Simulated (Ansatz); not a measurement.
Input and command of a plane-wave DFT calculation in Ansatz:

```yaml
crystal:
  lattice:
    - [-1.769702475, 1.819935675, 2.27988345]
    - [1.769702475, -1.819935675, 2.27988345]
    - [1.769702475, 1.819935675, -2.27988345]
  atoms:
    - { symbol: Sn, position: [0.0, 0.0, 0.0] }
basis:
  ecutwfc: 420
kpoints:
  mp_grid: { grid: [20, 20, 20] }
hamiltonian:
  xc: pbesol
scf:
  occupations: { method: gaussian, width: 0.15 }
output:
  forces: true
  stress: true
  eigenvalues: true
  write_density: true
  write_potential: true
  elf: true
  volumetric_format: npy
```

```bash
ansatz run input.yaml --threads 1 --pin off --max-ram 2560MiB --backend cpu --events-out ev --progress --plain --runs-dir out
```

Processor: Arm Neoverse V1, 1 thread, on a host shared with other jobs.

How long does it run, and how much memory does it take?

About 28 s on 1 thread of Arm Neoverse V1, on a shared host, peak memory 0.6 GiB. It solves 11 bands at 1166 k points (the mesh reduced by symmetry) with about 577 plane waves, in 6 SCF iterations.
